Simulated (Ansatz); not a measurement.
# SnO2: the cost of one run

Program: Ansatz 0.2.0. Level of theory: DFT LDA, scalar-relativistic, plane waves, PAW. These are calculated values, not measurements.

3 further runs of the same task are left out: 3 set aside as unsound or not needed.

## (1) The system as given

Symmetry: P4_2/mnm, No. 136, tetragonal system. The conventional cell has a = 4.722 Å, b = 4.722 Å, c = 3.190 Å, α = 90.00°, β = 90.00°, γ = 90.00°. Around Sn (site symmetry mmm) lie 6 O at 2.04 to 2.05 Å. O (site symmetry m2m) has 3 Sn at 2.04 to 2.05 Å in its first shell of neighbours.

Coordinates:

```xyz
12
Lattice="-3.1905 3.3391 3.3391 3.1905 -3.3391 3.3391 3.1905 3.3391 -3.3391" Properties=species:S:1:pos:R:3 pbc="T T T"
Sn    0.0000    5.0087    1.6695
Sn    3.1905   -1.6696    1.6696
Sn    1.5952    1.6696    1.6696
Sn   -1.5952    1.6696    1.6696
O     1.5953    1.6696   -0.3744
O     3.1905    2.9647    1.6696
O     4.7857    1.6696   -0.3744
O     3.1905    0.3744    1.6696
O     0.0000    2.9647    1.6695
O     0.0000    0.3744    1.6695
O    -1.5952    1.6696    3.7136
O     1.5952    1.6696    3.7136
```

It goes back to an entry of the Materials Project, which need not be the stable form.

This cell was relaxed beforehand with the same method: volume 11.86 Å³/atom, gap on the mesh 1.16 eV.

## (2) Optical spectrum

The input, input.yaml:

```yaml
crystal:
  lattice:
    - [-3.190494397, 3.3391202966, 3.3391197507]
    - [3.190494397, -3.3391202966, 3.3391197507]
    - [3.190494397, 3.3391202966, -3.3391197507]
  atoms:
    - { symbol: Sn, position: [0.9999983459, 0.2499983459, 0.75] }
    - { symbol: Sn, position: [1.6541e-06, 0.7500016541, 0.25] }
    - { symbol: Sn, position: [0.5, 0.5, 0.5] }
    - { symbol: Sn, position: [0.5, 0.0, 0.0] }
    - { symbol: O, position: [0.1939318139, 0.1939333452, 0.5000015313] }
    - { symbol: O, position: [0.69393444, 0.7500026921, 0.9439317479] }
    - { symbol: O, position: [0.1939318139, 0.6939302826, 0.9999984687] }
    - { symbol: O, position: [0.3060709443, 0.7500026921, 0.5560682521] }
    - { symbol: O, position: [0.6939290557, 0.2499973079, 0.4439317479] }
    - { symbol: O, position: [0.30606556, 0.2499973079, 0.0560682521] }
    - { symbol: O, position: [0.8060681861, 0.3060697174, 1.5313e-06] }
    - { symbol: O, position: [0.8060681861, 0.8060666548, 0.4999984687] }
basis:
  ecutwfc: 420
kpoints:
  mp_grid: { grid: [6, 6, 6] }
hamiltonian:
  xc: lda
scf:
  occupations: { method: gaussian, width: 0.01 }
  n_extra_bands: 48
output:
  eigenvalues: true
  optics: { e_range: [0, 14], sigma: 0.1, nscf_kmesh: { grid: [10, 10, 10] } }
checkpoint:
  read: start.run
  write: ck
  compress: false
  write_wavefunctions: false
  write_every: 100000
```

Launch:

```sh
ansatz run input.yaml --threads 4 --pin off --max-ram 12288MiB --backend cpu --events-out ev --progress --plain --runs-dir out
```

Q: Estimate wall time and peak memory on 4 threads of Intel Xeon 6975P-C (Granite Rapids), shared host.

About 77 s, with a peak of 4.8 GiB.
